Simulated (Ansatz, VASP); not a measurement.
# ZnS in two plane-wave programs

Wanted: the spread between two codes on one cell, functional and k mesh. The cell is taken from a series of runs on this material, whose earlier steps may have relaxed, scaled, displaced or heated it; both programs get it as it stands.

Main program and level: Ansatz 0.2.0; plane waves, with VASP 6.6.1 beside it; zone-centre phonons at LDA.

**1. Set-up**

The structure is orthorhombic, space group Imm2 (No. 44). The conventional cell has a = 3.596 Å, b = 3.745 Å, c = 5.424 Å, α = 90.00°, β = 90.00°, γ = 90.00°. Nearest to S lie 4 Zn at 2.28 to 2.29 Å. Nearest to Zn lie 4 S at 2.28 to 2.29 Å. Farther neighbours and most contacts between anions are not listed.

As a file:

```cif
data_structure
_symmetry_space_group_name_H-M 'P 1'
_symmetry_Int_Tables_number 1
_cell_length_a 3.7539
_cell_length_b 3.7539
_cell_length_c 3.5955
_cell_angle_alpha 61.386
_cell_angle_beta 61.386
_cell_angle_gamma 59.843
_cell_volume 36.51
loop_
_atom_site_label
_atom_site_type_symbol
_atom_site_fract_x
_atom_site_fract_y
_atom_site_fract_z
_atom_site_occupancy
S1 S 0.00391 0.00391 0.99609 1
Zn2 Zn 0.74609 0.74609 0.75391 1
```

**2. Ansatz: zone-centre phonons, LDA, pair 1**

Ansatz runs on its PAW soft_1 files.

Second derivatives magnify differences that forces hide, and they need a tight electronic threshold.

input.yaml

```yaml
crystal:
  lattice:
    - [-0.0528455267, 2.5952689896, 2.7117902213]
    - [2.5952689896, -0.0528455267, 2.7117902213]
    - [2.5424234629, 2.5424234629, 0.0]
  atoms:
    - { symbol: S, position: [0.0039064983, 0.0039064983, -0.0039064983] }
    - { symbol: Zn, position: [0.7460935017, 0.7460935017, 0.7539064983] }
kpoints:
  mp_grid: { grid: [12, 12, 12] }
hamiltonian:
  xc: lda
  pseudopotentials: { kind: paw, azcp: { folder: soft_1 }, xc_functional: pbe }
scf:
  occupations: { method: fixed }
output:
  eigenvalues: true
phonons:
  method: dfpt
```

Command:

```sh
$ ansatz run input.yaml --threads 4 --pin off --max-ram 10240MiB --backend cpu --events-out ev --progress --plain --runs-dir out
```

Numbers of over 12 decimals in the logs are rounded to 6 here.

The log of the run:

```text
zone centre: on kpoints.mp_grid the ground state, and the responses unless they are solved on pairs of k-points, stand on 476 of the mesh's 1728 k-points, reduced under 2 symmetry operations, with k and −k counted as one. Each operation leaves every solved displacement unchanged or reverses it
Engine: ansatz 0.2.0, aarch64-unknown-linux-gnu
Pseudopotentials: kind: paw
Pseudopotential: S, paw, valence charge 6, recommended cutoff 420 eV (normal), soft_1/S.paw.azcp
Pseudopotential: Zn, paw, valence charge 12, recommended cutoff 420 eV (normal), soft_1/Zn.paw.azcp
Functional definition: SPW92
  exchange = slater_x
  correlation = pw_c
Crystal: 2 atoms, lattice volume = 36.515 Å³
Basis set: ecut = 420 eV, 721 PW (Γ), exchange–correlation on 54×54×54 points (8 copies of the dense FFT grid, shifted against one another)
Bands: 13, of which v1, the nominal top of the filled ones, is band 9 counted from 1 (8 counted from 0)
Symmetry: 4 space group operations
k-points: 476 of 1728 (irreducible under 2 space group operations, time reversal used)
Non-local potential: S, projectors of the file, l = 0: 2, l = 1: 2, l = 2: 1
Non-local potential: Zn, projectors of the file, l = 0: 2, l = 1: 2, l = 2: 3, l = 3: 1
PAW form: soft (Blöchl's): semilocal exchange-correlation on the pseudo side does not see the compensation charge
PAW frozen core: S, regenerated for the run's functional, and the local potential with it (the file was generated under x = pbe(κ = 0.804, μ = 0.219515), c = pbe(β = 0.066725))
PAW frozen core: Zn, regenerated for the run's functional, and the local potential with it (the file was generated under x = pbe(κ = 0.804, μ = 0.219515), c = pbe(β = 0.066725))
PAW one-centre angular grid: S, 110 points (default); XC on 64 Gauss nodes
PAW one-centre angular grid: Zn, 590 points (default); XC on 64 Gauss nodes
Initial density: superposition of atomic densities (chi_scale 0.1, normalization cell, long waves kept (reshape's long-wave potential 0.00 eV rms))
Initial wavefunctions: pseudopotential atomic-orbital guess
Functional: x = slater, c = lda
SCF iter   1: F=—  HF=-4117.528175 eV  |F-HF|=—  |Δ(HF+E_count)|=         —  Δρ=3.83e-2  dr2=3.42e-1  ethr=3.10e-3  ⟨swp⟩=5.1  Hψ=37088  notcnv=0  defer=934
preconditioner: auto → none  [insulator: Δε(μ)=2.244 eV  Ē_g=12.861 eV  n_scr=14 (ndim 8)  ℏωp=26.1 eV  f_vac=0.000  ε∞_Penn≈5.1]
SCF iter   2: F=—  HF=-4117.438164 eV  |F-HF|=—  |Δ(HF+E_count)|=   9.00e-2  Δρ=1.47e-2  dr2=4.04e-2  ethr=1.90e-3  ⟨swp⟩=2.8  Hψ=14670  notcnv=0  defer=941
SCF iter   3: F=—  HF=-4117.427686 eV  |F-HF|=—  |Δ(HF+E_count)|=   1.05e-2  Δρ=9.87e-3  dr2=1.74e-2  ethr=2.24e-4  ⟨swp⟩=2.0  Hψ=10950  notcnv=0  defer=950
SCF iter   4: F=—  HF=-4117.422820 eV  |F-HF|=—  |Δ(HF+E_count)|=   4.87e-3  Δρ=2.42e-3  dr2=1.37e-3  ethr=9.67e-5  ⟨swp⟩=2.0  Hψ=14756  notcnv=0  defer=952
SCF iter   5: F=—  HF=-4117.422629 eV  |F-HF|=—  |Δ(HF+E_count)|=   1.91e-4  Δρ=6.26e-4  dr2=8.10e-5  ethr=7.61e-6  ⟨swp⟩=2.1  Hψ=10665  notcnv=0  defer=952
SCF iter   6: F=—  HF=-4117.422640 eV  |F-HF|=—  |Δ(HF+E_count)|=   1.18e-5  Δρ=1.50e-4  dr2=3.80e-6  ethr=4.50e-7  ⟨swp⟩=2.3  Hψ=10354  notcnv=0  defer=5
SCF iter   7: F=—  HF=-4117.422639 eV  |F-HF|=—  |Δ(HF+E_count)|=   1.46e-6  Δρ=1.38e-5  dr2=3.96e-8  ethr=2.11e-8  ⟨swp⟩=2.0  Hψ=9396  notcnv=0
SCF iter   8: F=—  HF=-4117.422639 eV  |F-HF|=—  |Δ(HF+E_count)|=   2.05e-7  Δρ=5.15e-6  dr2=4.75e-9  ethr=2.20e-10  ⟨swp⟩=2.2  Hψ=10816  notcnv=0
SCF iter   9: F=-4117.422639 eV  HF=-4117.422639 eV  |F-HF|=3.64e-11  |Δ(HF+E_count)|=   2.89e-9  Δρ=3.51e-7  dr2=2.70e-11  ethr=1.00e-12  ⟨swp⟩=7.5  Hψ=49152  notcnv=0
SCF 1 converged in 9 iterations: F = -4117.422639 eV  dr2 = 2.70e-11
  greatest PAW one-centre occupation: 0.983 electrons in one spin orbital (limit 2), on the Zn atom at site 1 (counted from 0), in its partial waves of l = 2
DFPT response loops at Γ: preconditioner auto → none (the input reference at scf.mixing.eps_inf says where Resta's filter doesn't serve); β = 0.50; Broyden in place of MSR1
SCF converged after 9 iterations
Free energy (F): -4117.422639 eV
Harris-Foulkes:  -4117.422639 eV  (|F-HF|=3.64e-11)
Internal energy: -4117.422639 eV  (E = F + TS)
E sigma→0 (E₀):  -4117.422639 eV
Fermi energy:    6.730115 eV
--- Per-component energies (eV) ---
  E_band       = 11.691488
  E_kinetic    = 256.418493
  E_local      = -2220.939905  (includes V_loc(G=0)·N_el)
  E_nonlocal   = 857.401968
  E_hartree    = 843.575640
  E_xc         = -167.089227
  E_vxc        = -136.036991  (∫ρ·V_xc dr)
  E_paw        = -2401.905107  (= ΣΔE_a)
  E_vpaw       = -432.302887  (= ΣTr[D̂ρ^β])
  E_aug_tail   = -0.000258  (compensation charges beyond the density's cutoff)
  E_ewald      = -1286.594584
  E_core_change = 1.710341  (= ΣΔE_core)
  E_smearing   = -0.000000  (= −TS)
  E_closure    = -0.000000  (closes the sum)
  Σ components = -4117.422639   (vs F -4117.422639, Δ=0.00e0)
--- Band table (eV; the first three rows and the last of 476) ---
  k-point 0: bands = [... 5 lower, 0.3008, 6.4039, 6.4710, 6.7301, 8.6982, 12.4224, 12.7317, 13.0283]
  k-point 1: bands = [... 5 lower, 0.2979, 5.9498, 6.3935, 6.4622, 9.1622, 12.5756, 12.7854, 13.0039]
  k-point 2: bands = [... 5 lower, 0.2921, 4.7954, 6.1963, 6.2076, 9.7426, 12.8052, 12.9457, 13.2975]
  k-point 475: bands = [... 5 lower, 0.4829, 1.3768, 3.9356, 4.4213, 9.6028, 10.8204, 17.4363, 18.8524]
--- Phonons (Γ-DFPT): 4 representative perturbations + reference, on 476 of 1728 k-points (Σ response iterations 12) ---
  k mesh reduced under 2 symmetry operations, with k and −k counted as one. Each operation leaves every solved displacement unchanged or reverses it
  ASR residual: 2.993e-4 → 0.000e0 eV/Å²; symmetrization residual: 2.661e-6 eV/Å²
  ASR residual per site (eV/Å²): 1.49e-4 2.99e-4
  Γ frequencies (cm⁻¹): 0.00 0.00 0.00 294.97 295.26 303.67
  non-analytic LO–TO correction: not included (Born effective charges unavailable; polar crystals: no LO–TO splitting at Γ)
```

**3. VASP: zone-centre phonons, LDA, pair 1**

The same cell, functional (in two slightly different forms) and mesh now go to VASP, with its own data sets.

Lines of VASP's logs that name or quote its potential files are left out, and so is its time.

INCAR

```
SYSTEM = ZnS
PREC = Accurate
ENCUT = 500
EDIFF = 1E-08
NELM = 120
ISMEAR = 0
SIGMA = 0.01
LREAL = .FALSE.
ALGO = Normal
GGA = CA
NBANDS = 15
LORBIT = 11
LWAVE = .FALSE.
LCHARG = .FALSE.
ISIF = 2
IBRION = 8
LASPH = .TRUE.
GGA_COMPAT = .FALSE.
EFERMI = MIDGAP
KPAR = 2
```

POSCAR

```
ZnS
1.0
   -0.0528455267      2.5952689896      2.7117902213
    2.5952689896     -0.0528455267      2.7117902213
    2.5424234629      2.5424234629      0.0000000000
S Zn
1 1
Direct
    0.0039064983      0.0039064983      0.9960935017
    0.7460935017      0.7460935017      0.7539064983
```

KPOINTS

```
Automatic mesh
0
Gamma
12 12 12
0 0 0
```

PAW data sets: S and Zn (LDA family, release 64).

Command:

```sh
$ mpirun -np 2 vasp_std
```

The log of the run:

```text
[banner, memory and clock lines left out]
running    2 mpi-ranks, on    1 nodes
 distrk:  each k-point on    1 cores,    2 groups
 distr:  one band on    1 cores,    1 groups

 POSCAR found type information on POSCAR S Zn
 POSCAR found :  2 types and       2 ions
 LDA part: xc-table for (Slater(with rela. corr.)+CA(PZ))
 , standard interpolation
 POSCAR, INCAR and KPOINTS ok, starting setup
 FFT: planning ... GRIDC
 FFT: planning ... GRID_SOFT
 FFT: planning ... GRID
 WAVECAR not read
 entering main loop
       N       E                     dE             d eps       ncg     rms          rms(c)
DAV:   1     0.804908390412E+02    0.80491E+02   -0.84708E+03  8400   0.141E+03
DAV:   2    -0.343088437768E+01   -0.83922E+02   -0.78416E+02  9534   0.266E+02
DAV:   3    -0.857916628622E+01   -0.51483E+01   -0.51233E+01 10360   0.633E+01
DAV:   4    -0.863213600639E+01   -0.52970E-01   -0.52953E-01 10283   0.670E+00
DAV:   5    -0.863272452073E+01   -0.58851E-03   -0.58850E-03 10633   0.684E-01    0.791E+00
DAV:   6    -0.822409694578E+01    0.40863E+00   -0.81839E-01 12693   0.343E+01    0.604E+00
DAV:   7    -0.819342796999E+01    0.30669E-01   -0.26573E-01 10318   0.556E+00    0.286E+00
DAV:   8    -0.818722006947E+01    0.62079E-02   -0.61862E-03 12769   0.142E+00    0.658E-01
DAV:   9    -0.818664130001E+01    0.57877E-03   -0.13187E-03  9597   0.278E-01    0.793E-02
DAV:  10    -0.818665531536E+01   -0.14015E-04   -0.96455E-05 10808   0.955E-02    0.311E-02
DAV:  11    -0.818665252312E+01    0.27922E-05   -0.12126E-05 13105   0.763E-02    0.595E-03
DAV:  12    -0.818665258027E+01   -0.57145E-07   -0.13661E-06 10227   0.158E-02    0.288E-03
DAV:  13    -0.818665259292E+01   -0.12648E-07   -0.10661E-07 10934   0.379E-03    0.265E-04
DAV:  14    -0.818665259260E+01    0.32014E-09   -0.40954E-09  6223   0.121E-03
   1 F= -.81866526E+01 E0= -.81866526E+01  d E =0.000000E+00
 Linear response reoptimize wavefunctions to high precision
DAV:   1    -0.818665259285E+01   -0.25102E-09   -0.12581E-09  7567   0.477E-04
DAV:   2    -0.818665259285E+01   -0.56843E-11   -0.22818E-10  4928   0.141E-04
 Linear response DOF=           4
 Linear response progress:
  Degree of freedom:   1/  4
       N       E                     dE             d eps       ncg     rms          rms(c)
RMM:   1    -0.105421456372E+00   -0.10542E+00    0.47925E-02 65563   0.231E+00
RMM:   2    -0.102757276663E+00    0.26642E-02   -0.50809E-03 41485   0.701E-01    0.175E-01
RMM:   3    -0.103157215497E+00   -0.39994E-03   -0.36222E-04 45690   0.155E-01    0.877E-02
RMM:   4    -0.103555811359E+00   -0.39860E-03   -0.51893E-05 46177   0.547E-02    0.170E-02
RMM:   5    -0.103571895303E+00   -0.16084E-04   -0.34634E-06 48172   0.134E-02    0.956E-03
RMM:   6    -0.103556874192E+00    0.15021E-04   -0.35458E-07 47424   0.413E-03    0.455E-03
RMM:   7    -0.103559652711E+00   -0.27785E-05   -0.74917E-08 47002   0.135E-03    0.722E-04
RMM:   8    -0.103560210999E+00   -0.55829E-06    0.53586E-10 50248   0.320E-04    0.122E-04
RMM:   9    -0.103559742340E+00    0.46866E-06   -0.63295E-10 49380   0.104E-04    0.403E-05
RMM:  10    -0.103559882922E+00   -0.14058E-06   -0.61618E-10 49197   0.415E-05    0.865E-06
RMM:  11    -0.103559900079E+00   -0.17158E-07    0.45179E-10 49002   0.188E-05    0.518E-06
RMM:  12    -0.103559885614E+00    0.14466E-07    0.28801E-09 41769   0.768E-06    0.687E-07
RMM:  13    -0.103559888166E+00   -0.25528E-08   -0.74797E-10 27451   0.439E-06    0.167E-07
 first order change of Fermi-energy   0.16756E-03
 force on displaced ion       1 direction 1 :  -6.969   0.000   0.001
 Linear response progress:
  Degree of freedom:   2/  4
       N       E                     dE             d eps       ncg     rms          rms(c)
RMM:   1    -0.105356836241E+00   -0.10536E+00    0.58263E-02 20795   0.235E+00
RMM:   2    -0.103210757951E+00    0.21461E-02   -0.49706E-03 13559   0.682E-01    0.184E-01
RMM:   3    -0.103629217345E+00   -0.41846E-03   -0.36234E-04 14645   0.153E-01    0.917E-02
RMM:   4    -0.104043447089E+00   -0.41423E-03   -0.58380E-05 14779   0.566E-02    0.179E-02
RMM:   5    -0.104051502195E+00   -0.80551E-05   -0.40431E-06 15346   0.147E-02    0.960E-03
RMM:   6    -0.104036273321E+00    0.15229E-04   -0.29476E-07 15164   0.424E-03    0.505E-03
RMM:   7    -0.104039949903E+00   -0.36766E-05   -0.63876E-08 14897   0.144E-03    0.606E-04
RMM:   8    -0.104039913046E+00    0.36857E-07   -0.93068E-10 14782   0.372E-04    0.161E-04
RMM:   9    -0.104039546203E+00    0.36684E-06    0.23295E-09 15810   0.114E-04    0.538E-05
RMM:  10    -0.104039574346E+00   -0.28143E-07    0.73239E-10 15575   0.462E-05    0.170E-05
RMM:  11    -0.104039553391E+00    0.20955E-07    0.92527E-10 15642   0.168E-05    0.476E-06
RMM:  12    -0.104039535458E+00    0.17933E-07    0.12107E-09 13762   0.726E-06    0.786E-07
RMM:  13    -0.104039539037E+00   -0.35789E-08    0.19318E-09 10823   0.438E-06    0.284E-07
 first order change of Fermi-energy   0.27155E+00
 force on displaced ion       1 direction 3 :  -0.000  -0.000  -7.372
 Linear response progress:
  Degree of freedom:   3/  4
       N       E                     dE             d eps       ncg     rms          rms(c)
RMM:   1    -0.212470732892E+00   -0.21247E+00    0.37462E-03 36636   0.220E+00
RMM:   2    -0.210306258028E+00    0.21645E-02   -0.30779E-03 41687   0.485E-01    0.124E-01
RMM:   3    -0.210108781210E+00    0.19748E-03   -0.73738E-05 49706   0.707E-02    0.730E-02
RMM:   4    -0.209857866226E+00    0.25091E-03   -0.13582E-05 49299   0.278E-02    0.394E-03
RMM:   5    -0.209859004906E+00   -0.11387E-05   -0.26382E-07 51574   0.475E-03    0.148E-03
RMM:   6    -0.209863947298E+00   -0.49424E-05   -0.22558E-08 51115   0.146E-03    0.282E-04
RMM:   7    -0.209864508404E+00   -0.56111E-06   -0.45859E-09 51916   0.371E-04    0.121E-04
RMM:   8    -0.209864372971E+00    0.13543E-06   -0.16620E-09 49581   0.153E-04    0.290E-05
RMM:   9    -0.209864210750E+00    0.16222E-06    0.70409E-10 52162   0.510E-05    0.124E-05
RMM:  10    -0.209864165159E+00    0.45591E-07    0.49829E-10 52488   0.201E-05    0.119E-06
RMM:  11    -0.209864170725E+00   -0.55662E-08   -0.28192E-11 43673   0.856E-06    0.484E-07
 first order change of Fermi-energy  -0.29263E-04
 force on displaced ion       2 direction 1 :  -6.967   0.006   0.000
 Linear response progress:
  Degree of freedom:   4/  4
       N       E                     dE             d eps       ncg     rms          rms(c)
RMM:   1    -0.212464144890E+00   -0.21246E+00    0.51474E-03 11929   0.219E+00
RMM:   2    -0.210640384361E+00    0.18238E-02   -0.29984E-03 13425   0.477E-01    0.131E-01
RMM:   3    -0.210440914474E+00    0.19947E-03   -0.71898E-05 15922   0.706E-02    0.766E-02
RMM:   4    -0.210192202288E+00    0.24871E-03   -0.13823E-05 15672   0.276E-02    0.510E-03
RMM:   5    -0.210190387522E+00    0.18148E-05   -0.32143E-07 16509   0.493E-03    0.155E-03
RMM:   6    -0.210194969780E+00   -0.45823E-05   -0.43450E-08 16350   0.155E-03    0.298E-04
RMM:   7    -0.210195429290E+00   -0.45951E-06   -0.44536E-09 16557   0.413E-04    0.142E-04
RMM:   8    -0.210195651268E+00   -0.22198E-06   -0.20418E-09 16185   0.179E-04    0.396E-05
RMM:   9    -0.210195478468E+00    0.17280E-06   -0.77208E-11 16404   0.532E-05    0.240E-05
RMM:  10    -0.210195397179E+00    0.81289E-07   -0.18888E-10 16148   0.273E-05    0.203E-06
RMM:  11    -0.210195398733E+00   -0.15545E-08   -0.14655E-10 15370   0.996E-06    0.108E-06
 first order change of Fermi-energy  -0.27090E+00
 force on displaced ion       2 direction 3 :  -0.000  -0.000  -7.405
 Linear response finished
```

OUTCAR, selected parts (step 3):

```text
ion  position               nearest neighbor table
   1  0.004  0.004  0.996-   2 2.28   2 2.28   2 2.29   2 2.29
   2  0.746  0.746  0.754-   1 2.28   1 2.28   1 2.29   1 2.29

  LATTYP: Found a body centered orthorhombic cell.
 ALAT       =     3.5955297425
 B/A-ratio  =     1.0415709873
 C/A-ratio  =     1.5084231896

 Subroutine GETGRP returns: Found  4 space group operations
 (whereof  4 operations were pure point group operations)

The static configuration has the point symmetry C_2v.

 Found    280 irreducible k-points:

   k-points           NKPTS =    280   k-points in BZ     NKDIM =    280   number of bands    NBANDS=     15

   dimension x,y,z NGX =    28 NGY =   28 NGZ =   28
   dimension x,y,z NGXF=    56 NGYF=   56 NGZF=   56

   ENCUT  =  500.0 eV  36.75 Ry    6.06 a.u.   6.84  6.84  6.56*2*pi/ulx,y,z

   NELECT =      18.0000    total number of electrons

 k-points in reciprocal lattice and weights: Automatic mesh
   0.00000000  0.00000000  0.00000000       0.001
   0.08333333  0.00000000  0.00000000       0.002
   0.16666667  0.00000000  0.00000000       0.002
   0.25000000  0.00000000  0.00000000       0.002
   0.33333333  0.00000000  0.00000000       0.002
   0.41666667  0.00000000  0.00000000       0.002
   0.50000000  0.00000000  0.00000000       0.001
   0.08333333  0.08333333  0.00000000       0.001
   0.16666667  0.08333333  0.00000000       0.002
[...]
0.25000000  0.25000000  0.50000000       0.001
  -0.25000000  0.25000000  0.50000000       0.001

 average (electrostatic) potential at core
       1 -88.6147       2 -36.9255

  Total        0.5538129      0.5538129      0.0632728      0.4934879      0.0000000      0.0000000
  in kB       24.2998103     24.2998103      2.7762405     21.6529161      0.0000000      0.0000000
  external PRESSURE =      17.1252870 kB  Pullay stress =       0.0000000 kB

  energy-cutoff  :      500.00
  volume of cell :       36.51
      direct lattice vectors                 reciprocal lattice vectors
    -0.052845527  2.595268990  2.711790221    -0.188813587  0.188813587  0.184380044
     2.595268990 -0.052845527  2.711790221     0.188813587 -0.188813587  0.184380044
     2.542423463  2.542423463  0.000000000     0.196662754  0.196662754 -0.184380044

 POSITION                                       TOTAL-FORCE (eV/Angst)
 -----------------------------------------------------------------------------------
      2.54242      2.54242      0.02119         0.000000      0.000000      0.001617
      3.81364      3.81364      4.04650        -0.000000     -0.000000     -0.001617
 -----------------------------------------------------------------------------------
    total drift:                                0.000001      0.000001      0.000058

 Eigenvectors and eigenvalues of the dynamical matrix
 ----------------------------------------------------

   1 f  =    9.157953 THz    57.541116 2PiTHz  305.476433 cm-1    37.874234 meV
             X         Y         Z           dx          dy          dz
      2.542423  2.542423  0.021187     0.000000    0.000000    0.818533
      3.813635  3.813635  4.046498     0.000000    0.000000   -0.574459

   2 f  =    8.898401 THz    55.910305 2PiTHz  296.818724 cm-1    36.800815 meV
             X         Y         Z           dx          dy          dz
      2.542423  2.542423  0.021187     0.579164   -0.579164    0.000000
      3.813635  3.813635  4.046498    -0.405671    0.405671    0.000000

   3 f  =    8.895441 THz    55.891703 2PiTHz  296.719967 cm-1    36.788571 meV
             X         Y         Z           dx          dy          dz
      2.542423  2.542423  0.021187     0.579322    0.579322    0.000000
      3.813635  3.813635  4.046498    -0.405446   -0.405446    0.000000

   4 f/i=    0.001014 THz     0.006371 2PiTHz    0.033823 cm-1     0.004194 meV
             X         Y         Z           dx          dy          dz
      2.542423  2.542423  0.021187    -0.405671    0.405671    0.000000
      3.813635  3.813635  4.046498    -0.579164    0.579164    0.000000

   5 f/i=    0.002445 THz     0.015362 2PiTHz    0.081557 cm-1     0.010112 meV
             X         Y         Z           dx          dy          dz
      2.542423  2.542423  0.021187    -0.405446   -0.405446    0.000000
      3.813635  3.813635  4.046498    -0.579322   -0.579322    0.000000

   6 f/i=    0.009476 THz     0.059540 2PiTHz    0.316090 cm-1     0.039190 meV
             X         Y         Z           dx          dy          dz
      2.542423  2.542423  0.021187     0.000000    0.000000   -0.574459
      3.813635  3.813635  4.046498     0.000000    0.000000   -0.818533

 ELASTIC MODULI CONTR FROM IONIC RELAXATION (kBar)
 Direction    XX          YY          ZZ          XY          YZ          ZX
 --------------------------------------------------------------------------------
 XX          -2.0984     -2.0984     -3.5510    -26.6086     -0.0000     -0.0000
 YY          -2.0984     -2.0984     -3.5510    -26.6086     -0.0000     -0.0000
 ZZ          -3.5510     -3.5510     -6.0092    -45.0286     -0.0000     -0.0000
 XY         -26.6086    -26.6086    -45.0286   -337.4121     -0.0000     -0.0000
 YZ          -0.0000     -0.0000     -0.0000     -0.0000   -323.5995    -28.2136
 ZX          -0.0000     -0.0000     -0.0000     -0.0000    -28.2136   -315.8130
 --------------------------------------------------------------------------------
```

(Continued in part 2 of 2.)

[Lines on the potential files, build, host, timing and source positions are cut from VASP's logs without a mark.]

[Logs are printed without paths, hosts, clocks, repeated set-up lines and the standing remarks that a program may print on its own settings, such as how far it seeks lower states.]

[Hosts, paths, dates, database ids (printed as entryN), source tags and the programs' standing remarks are cut or masked in the printed files.]
